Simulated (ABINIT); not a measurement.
# W (Im-3m) in ABINIT: phonons at a zone-boundary q with PBEsol

Aim: the phonons at a zone-boundary q of W with PBEsol.

Everything below comes from runs of ABINIT 10.8.3 (patched build). Logs are shortened: lines on timing, memory, paths and dates and some standing lists are left out, and cuts for length are marked. The log counts tension as positive stress, the text compression.

## 1. The crystal as given

It takes space group Im-3m (No. 229, cubic). Conventional cell: a = 3.165 Å, b = 3.165 Å, c = 3.165 Å, α = 90.00°, β = 90.00°, γ = 90.00°. Around W (site symmetry m-3m) lie 8 W at 2.74 Å.

## 2. Phonons at a zone-boundary q, PBEsol

File run.abi:

```
# Datasets
ndtset 3

# Pseudopotentials
pp_dirpath "./"
pseudos "W.upf"

# Structure
acell 3*1.0 Angstrom
rprim
    -1.5823450000     1.5823450000     1.5823450000
     1.5823450000    -1.5823450000     1.5823450000
     1.5823450000     1.5823450000    -1.5823450000
ntypat 1
znucl 74
natom 1
typat 1
xred
            0.0            0.0            0.0

# Plane-wave basis
ecut 31.0

# k points
ngkpt 14 14 14
nshiftk 1
shiftk 0.0 0.0 0.0

# Exchange and correlation
ixc -116133

# Bands and occupations
nband 15
occopt 3
tsmear 0.00499791

# SCF cycle
nstep 80

# Output
prteig 0
prtebands 0
prtwf 0
prtden 0
prtpot 0

# Dataset 1: ground state
kptopt1 1
tolvrs1 1.0e-15
prtwf1 1
tolwfr1 1.0e-14
nbdbuf1 4
nline1 6

# Dataset 2: atomic displacements at q = 0.0 0.0 0.5
rfphon2 1
rfatpol2 1 1
rfdir2 1 1 1
getwfk2 1
kptopt2 3
nqpt2 1
qpt2 0.0 0.0 1/2
tolvrs2 1.0e-8

# Dataset 3: atomic displacements at q = 0.5 -0.5 0.5
rfphon3 1
rfatpol3 1 1
rfdir3 1 1 1
getwfk3 1
kptopt3 3
nqpt3 1
qpt3 1/2 -1/2 1/2
tolvrs3 1.0e-8
```

Potentials or basis: PseudoDojo NC SR PBEsol v0.4.1 standard.

Run with:

```console
mpirun --bind-to none -np 4 abinit run.abi > log 2>&1
```

run.abo:

```text
.Version 10.8.3 of ABINIT
 DATASET    1 : space group Im -3 m (#229); Bravais cI (body-center cubic)
================================================================================
 Values of the parameters that define the memory need for DATASET  1.
     intxc =       0    ionmov =       0      iscf =       7    lmnmax =       8
     lnmax =       8     mgfft =      27  mpssoang =       4    mqgrid =    3001
     natom =       1  nloc_mem =       1    nspden =       1   nspinor =       1
    nsppol =       1      nsym =      48    n1xccc =    2501    ntypat =       1
    occopt =       3   xclevel =       2
       mpw =         915          nfft =       19683          nkpt =         104
================================================================================
================================================================================

 DATASET    2 : space group Im -3 m (#229); Bravais cI (body-center cubic)
================================================================================
 Values of the parameters that define the memory need for DATASET  2 (RF).
     intxc =       0      iscf =       7    lmnmax =       8     lnmax =       8
     mgfft =      27  mpssoang =       4    mqgrid =    3001     natom =       1
  nloc_mem =       1    nspden =       1   nspinor =       1    nsppol =       1
      nsym =      48    n1xccc =    2501    ntypat =       1    occopt =       3
   xclevel =       2
      nfft =       19683          nkpt =        2744
================================================================================
================================================================================

 DATASET    3 : space group Im -3 m (#229); Bravais cI (body-center cubic)
================================================================================
 Values of the parameters that define the memory need for DATASET  3 (RF).
     intxc =       0      iscf =       7    lmnmax =       8     lnmax =       8
     mgfft =      27  mpssoang =       4    mqgrid =    3001     natom =       1
  nloc_mem =       1    nspden =       1   nspinor =       1    nsppol =       1
      nsym =      48    n1xccc =    2501    ntypat =       1    occopt =       3
   xclevel =       2
      nfft =       19683          nkpt =        2744
================================================================================
================================================================================

--------------------------------------------------------------------------------
------------- Echo of variables that govern the present computation ------------
--------------------------------------------------------------------------------
 -outvars: echo values of preprocessed input variables --------
            acell      1.8897261259E+00  1.8897261259E+00  1.8897261259E+00 Bohr
              amu      1.83850000E+02
             ecut      3.10000000E+01 Hartree
           getwfk1          0
           getwfk2          1
           getwfk3          1
                       outvar_i_n : Printing only first  50 k-points.
              ixc     -116133
           jdtset        1    2    3
                       outvar_i_n : Printing only first  50 k-points.
           kptopt1          1
           kptopt2          3
           kptopt3          3
         kptrlatt       14    0    0      0   14    0      0    0   14
          kptrlen      7.25084647E+01
            natom           1
            nband1         15
            nband2         15
            nband3         15
           nbdbuf1          4
           nbdbuf2          2
           nbdbuf3          2
           ndtset           3
            ngfft          27      27      27
             nkpt1        104
             nkpt2       2744
             nkpt3       2744
            nline1          6
            nline2          4
            nline3          4
             nqpt1          0
             nqpt2          1
             nqpt3          1
            nstep          80
             nsym          48
           ntypat           1
                       prtocc : prtvol=0, do not print more k-points.
                       prtocc : prtvol=0, do not print more k-points.
                       prtocc : prtvol=0, do not print more k-points.
           occopt           3
        optdriver1          0
        optdriver2          1
        optdriver3          1
           prtden           0
[... 272 lines left out ...]

--------------------------------------------------------------------------------

 dfpt_looppert : total number of electrons, from k and k+q
  fully or partially occupied states are    1.400000E+01 and    1.400000E+01.
 Initialisation of the first-order wave-functions :
  ireadwf=   0
[... 25 lines left out ...]
 2DEtotal=    0.6742947952E+01 Ha. Also 2DEtotal=    0.183484961157E+03 eV
    (2DErelax=   -1.7241543112E+03 Ha. 2DEnonrelax=    1.7308972591E+03 Ha)
    (  non-var. 2DEtotal :    6.7429465102E+00 Ha)

================================================================================

 ---- first-order wavefunction calculations are completed ----

 ==> Compute Derivative Database <==

  Dynamical matrix, in cartesian coordinates,
   if specified in the inputs, asr has been imposed
     j1       j2             matrix element
  dir pert dir pert     real part    imaginary part

   1    1   1    1         0.2355734780         0.0000000343
   1    1   2    1         0.0901719150         0.0000000343

   2    1   1    1         0.0901719150         0.0000000343
   2    1   2    1         0.2355734780         0.0000000343

   3    1   3    1         0.1026381748         0.0000000000

  Phonon wavevector (reduced coordinates) :  0.00000  0.00000  0.50000
 Phonon energies in Hartree :
   5.534044E-04  6.586773E-04  9.858873E-04
 Phonon frequencies in cm-1    :
   1.214582E+02  1.445629E+02  2.163773E+02

================================================================================
== DATASET  3 ==================================================================

--- !DatasetInfo
iteration_state: {dtset: 3, }
dimensions: {natom: 1, nkpt: 2744, mband: 15, nsppol: 1, nspinor: 1, nspden: 1, mpw: 935, }
cutoff_energies: {ecut:  31.0, pawecutdg:  -1.0, }
electrons: {nelect:   1.40000000E+01, charge:   0.00000000E+00, occopt:   3.00000000E+00, tsmear:   4.99791000E-03, }
meta: {optdriver: 1, rfphon: 1, }
...

 mkfilename : getwfk/=0, take file _WFK from output of DATASET   1.

 Real(R)+Recip(G) space primitive vectors, cartesian coordinates (Bohr,Bohr^-1):
 R(1)= -2.9901987  2.9901987  2.9901987  G(1)=  0.0000000  0.1672130  0.1672130
 R(2)=  2.9901987 -2.9901987  2.9901987  G(2)=  0.1672130  0.0000000  0.1672130
 R(3)=  2.9901987  2.9901987 -2.9901987  G(3)=  0.1672130  0.1672130  0.0000000
 Unit cell volume ucvol=  1.0694491E+02 bohr^3
 Angles (23,13,12)=  1.09471221E+02  1.09471221E+02  1.09471221E+02 degrees
 setup1 : take into account q-point for computing boxcut.

 getcut: wavevector=  0.5000 -0.5000  0.5000  ngfft=  27  27  27
         ecut(hartree)=     31.000   => boxcut(ratio)=   1.92898

--- Pseudopotential description ------------------------------------------------
- pspini: atom type   1  psp file is ./W.upf
  74.00000  14.00000  180301                  znucl, zion, pspdat
12 -116133 3 -1 1396                          pspcod,pspxc,lmax,lloc,mmax
     nproj     2     2     2     2

--------------------------------------------------------------------------------

 ==>  initialize data related to q vector <==

 The list of irreducible perturbations for this q vector is:
    1)    idir= 1    ipert=   1

================================================================================

 The perturbation idir=   2  ipert=   1 is
 symmetric of a previously calculated perturbation.
 So, its SCF calculation is not needed.
[... 5 lines left out ...]
--------------------------------------------------------------------------------
 Perturbation wavevector (in red.coord.)   0.500000 -0.500000  0.500000
 Perturbation : displacement of atom   1   along direction   1
 Found     2 symmetries that leave the perturbation invariant.
 symkpt : the number of k-points, thanks to the symmetries,
 is reduced to  1470 .

--------------------------------------------------------------------------------

--------------------------------------------------------------------------------

 dfpt_looppert : total number of electrons, from k and k+q
  fully or partially occupied states are    1.400000E+01 and    1.400000E+01.
 Initialisation of the first-order wave-functions :
  ireadwf=   0
[... 24 lines left out ...]
 2DEtotal=    0.5011293875E+01 Ha. Also 2DEtotal=    0.136364253214E+03 eV
    (2DErelax=   -1.5518496539E+03 Ha. 2DEnonrelax=    1.5568609478E+03 Ha)
    (  non-var. 2DEtotal :    5.0112921175E+00 Ha)

================================================================================

 ---- first-order wavefunction calculations are completed ----

 ==> Compute Derivative Database <==

  Dynamical matrix, in cartesian coordinates,
   if specified in the inputs, asr has been imposed
     j1       j2             matrix element
  dir pert dir pert     real part    imaginary part

   1    1   1    1         0.1868221592        -0.0000004051

   2    1   2    1         0.1868221592        -0.0000004051

   3    1   3    1         0.1868221592        -0.0000004051

  Phonon wavevector (reduced coordinates) :  0.50000 -0.50000  0.50000
 Phonon energies in Hartree :
   7.466247E-04  7.466247E-04  7.466247E-04
 Phonon frequencies in cm-1    :
   1.638652E+02  1.638652E+02  1.638652E+02

== END DATASET(S) ==============================================================
================================================================================

 -outvars: echo values of variables after computation  --------
            acell      1.8897261259E+00  1.8897261259E+00  1.8897261259E+00 Bohr
           etotal1    -7.5831671592E+01
           etotal2     6.7429479519E+00
           etotal3     5.0112938746E+00
            fcart1    -0.0000000000E+00 -0.0000000000E+00 -0.0000000000E+00
            fcart2     0.0000000000E+00  0.0000000000E+00  0.0000000000E+00
            fcart3     0.0000000000E+00  0.0000000000E+00  0.0000000000E+00
            rprim     -1.5823450000E+00  1.5823450000E+00  1.5823450000E+00
                       1.5823450000E+00 -1.5823450000E+00  1.5823450000E+00
                       1.5823450000E+00  1.5823450000E+00 -1.5823450000E+00
           strten1     1.0175630812E-04  1.0175630812E-04  1.0175630812E-04
                       0.0000000000E+00  0.0000000000E+00  0.0000000000E+00
           strten2     0.0000000000E+00  0.0000000000E+00  0.0000000000E+00
                       0.0000000000E+00  0.0000000000E+00  0.0000000000E+00
           strten3     0.0000000000E+00  0.0000000000E+00  0.0000000000E+00
                       0.0000000000E+00  0.0000000000E+00  0.0000000000E+00
 Calculation completed.
```

Run time: 6.1 min. Hardware: 4 MPI ranks of Arm Neoverse V2, shared host; peak memory 2.1 GiB.

Results:

| Property | Result |
| --- | --- |
| Free energy | -2063.4849 eV |
| Pressure | -3.0 GPa |
| Band gap on the k mesh | none (metal or under the smearing width) |
| Highest phonon frequency | 216 cm⁻¹ |

Phonon frequencies in cm⁻¹ (negative: imaginary):
```
               q point  frequencies
 (0.000, 0.000, 0.500)  121 145 216
(0.500, -0.500, 0.500)  164 164 164
```

Caveat: the cutoff is short for stress, so the pressure is rough. Spin-orbit coupling is left out, which matters for the levels of W.
